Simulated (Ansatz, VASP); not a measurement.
# One calculation of TaN, two programs

The input INCAR:

```
ALGO = Normal
EDIFF = 1E-7
ENCUT = 520
GGA = PE
ISIF = 2
ISMEAR = -1
LASPH = True
LCHARG = False
LREAL = False
LWAVE = False
NBANDS = 15
NELM = 80
PREC = Accurate
SIGMA = 0.02
```

KPOINTS

```
k-points
0
Gamma
  9 9 9
```

Contents of POSCAR:

```
TaN
1.0
    0.0000000000      2.1495504440      2.1495504440
    2.1495504440      0.0000000000      2.1495504440
    2.1495504440      2.1495504440      0.0000000000
Ta N
1 1
Direct
    0.5000000000      0.5000000000      0.5000000000
    0.0000000000      0.0000000000      0.0000000000
```

Input for Ansatz:

```yaml
crystal:
  lattice:
    - [0.0, 2.149550444, 2.149550444]
    - [2.149550444, 0.0, 2.149550444]
    - [2.149550444, 2.149550444, 0.0]
  atoms:
    - { symbol: Ta, position: [0.5, 0.5, 0.5] }
    - { symbol: "N", position: [0.0, 0.0, 0.0] }
kpoints:
  mp_grid: { grid: [9, 9, 9] }
  band_path:
    path:
      - [0.0, 0.0, 0.0]
      - [0.5, 0.0, 0.5]
      - [0.625, 0.25, 0.625]
      - [0.375, 0.375, 0.75]
      - [0.0, 0.0, 0.0]
      - [0.5, 0.5, 0.5]
      - [0.5, 0.25, 0.75]
      - [0.5, 0.0, 0.5]
    npoints: 5
scf:
  occupations: { method: fermi_dirac, width: 0.02 }
hamiltonian:
  xc: pbe
  pseudopotentials: { kind: all_electron, lapw: { basis_error: 0.0005 } }
output:
  forces: true
  stress: true
  eigenvalues: true
```

Change from the starting cell: volume scaled by 0.96.

Alike in both runs: task single point; functional PBE; k mesh 9 × 9 × 9; occupations fermi-dirac, width 0.02 eV; no spin polarisation.

|  | VASP | Ansatz |
| --- | --- | --- |
| version | VASP 6.6.1 | Ansatz 0.2.0 |
| potentials or method | VASP PAW PBE potentials, release 64 (Ta_pv, N) | all-electron LAPW, scalar-relativistic |
| plane-wave cutoff (eV) | 520 | see its input |

VASP gave:

| Property | Result |
| --- | --- |
| pressure (GPa) | 33.2 |

Estimate Ansatz's values.

pressure (GPa): 31.9.

Ansatz ran all-electron here, so the differences hold the error of VASP's frozen core and of both bases.

Caveats: so large a pressure means that the cell lies far from this level's equilibrium, or that cutoff or potentials fall short (VASP). The runs have no spin-orbit coupling, so splittings on Ta are missing.
